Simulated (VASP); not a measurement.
SiC:

```
Si C
1.0
     0.00000    2.17911    2.17911
     2.17911    0.00000    2.17911
     2.17911    2.17911    0.00000
Si C
1 1
Direct
  0.75000 0.75000 0.75000
  0.00000 0.00000 0.00000
```

The cell is a database's computed one.

Base run:

```yaml
Program: VASP 6.6.1
Functional: r2SCAN
Potentials_or_basis: VASP PAW PBE potentials, release 64 (Si, C)
Cutoff: 520 eV
k_mesh: 10 × 10 × 10
Occupations: gaussian, width 0.02 eV
Spin: no spin polarisation
```

Its results: band gap on the k mesh 1.73 eV, indirect (least direct gap 5.06 eV).

Problem. The run is repeated on the same cell with these changes: functional from r2SCAN to TB-mBJ. What comes out?

Solution. Band gap on the k mesh 2.34 eV, indirect (least direct gap 5.53 eV).
